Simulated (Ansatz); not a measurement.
# Ge (Fd-3m), one atom moved along a line

Theory: Ansatz, DFT r2SCAN, scalar-relativistic, plane waves, PAW. The runs took a 500 eV cutoff, a Γ-centred 6×6×6 mesh and Gaussian smearing (0.03 eV). No spin polarisation. Energies are free energies at this smearing, counted from the undisturbed cell; pressure is positive in compression.

Zero of the scan (relaxed at this level):

```xyz
8
Lattice="5.6750 0.0000 0.0000 0.0000 -5.6750 0.0000 0.0000 0.0000 -5.6750" Properties=species:S:1:pos:R:3 pbc="T T T"
Ge    2.8375    0.0000    0.0000
Ge    0.0000   -2.8375    0.0000
Ge    0.0000    0.0000   -2.8375
Ge    2.8375   -2.8375   -2.8375
Ge    4.2563   -4.2563   -4.2563
Ge    1.4188   -1.4188   -4.2563
Ge    1.4188   -4.2563   -1.4188
Ge    4.2563   -1.4188   -1.4188
```

Atom 1 (Ge) is moved by x along the Cartesian unit vector (0.707, 0.707, 0.000); the cell and all other atoms stay fixed.

```
  x (Å)  ΔE (meV/cell) force along x on the moved atoms (eV/Å) pressure (GPa) gap on the mesh (eV)
-0.3000          544.0                                     3.70             0.8                  0.01
-0.1800          193.5                                     2.17             0.3                  0.10
 0.0000            0.0                                     0.00             0.0                  0.35
 0.2400          345.8                                    -2.91             0.5                  0.03
```

Cost: 4 runs of about 13 core-minutes in all, on Intel Xeon Processor @ 2.50GHz (Skylake/Cascade Lake) (shared hosts).